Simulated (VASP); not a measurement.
Crystal: ZnS.

```
CELL_PARAMETERS angstrom
0.00000 2.70200 2.70200
2.70200 0.00000 2.70200
2.70200 2.70200 0.00000
ATOMIC_POSITIONS crystal
Zn 0.75000 0.75000 0.75000
S 0.00000 0.00000 0.00000
```

```yaml
Program: VASP 6.6.1
Task: relaxation of cell and atoms
Functional: LAK
Potentials_or_basis: VASP PAW PBE potentials, release 64 (Zn, S)
Cutoff: 600 eV
k_mesh: 9 × 9 × 9
Occupations: gaussian, width 0.05 eV
Spin: no spin polarisation
```

At the start: pressure 2.7 GPa; volume 19.73 Å³/atom.

How do energy, volume and symmetry change on relaxing?

Over 3 steps the energy falls by 5.1 meV/atom and the volume is 20.33 Å³/atom (+3.0 %); space group F-43m (No. 216, to 0.05 Å).

The path:
```
step  energy change (eV)  largest force (eV/Å)  pressure (GPa)  volume (Å³)
   1              0.0000                0.0000            2.74        39.45
   2             -0.0063                0.0000           -1.42        41.41
   3             -0.0101                0.0000            0.02        40.65
```

Final structure:
```
Zn S
1.0
     0.00000    2.72906    2.72906
     2.72906    0.00000    2.72906
     2.72906    2.72906    0.00000
Zn S
1 1
Direct
  0.75000 0.75000 0.75000
  0.00000 0.00000 0.00000
```

Caveat: the PAW data sets were made with another functional, which shifts forces and pressure a little.
